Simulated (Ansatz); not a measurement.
P (I-42d) at 2 levels of theory

One geometry, relaxed with PBE; plane waves with PAW potentials in Ansatz, scalar-relativistic. No spin polarisation. Gaps are the least over mesh and band path; pressure is positive in compression.

```
P
1.0
    -3.93961    3.93961    3.21762
     3.93961   -3.93961    3.21762
     3.93961    3.93961   -3.21762
P
8
Cartesian
  0.4676 6.3825 -0.2146
  3.4720 -2.4429 3.0030
  1.4967 3.4720 1.3942
  -1.4967 4.4072 1.3942
  -0.4676 2.4429 1.8234
  0.4676 5.4363 1.8234
  2.4429 3.4720 3.4322
  1.4967 0.4676 0.2146
```

```csv
level,cutoff (eV),k mesh,gap (eV),pressure (GPa)
PBE,420,6×6×6,1.59,0.0
```

What comes out on the same cell with PBEsol?

| level | cutoff (eV) | k mesh | gap (eV) | pressure (GPa) |
| --- | --- | --- | --- | --- |
| PBEsol | 420 | 6×6×6 | 1.50 | -1.8 |

The cell was found from a structure generator's guess, not taken from experiment.
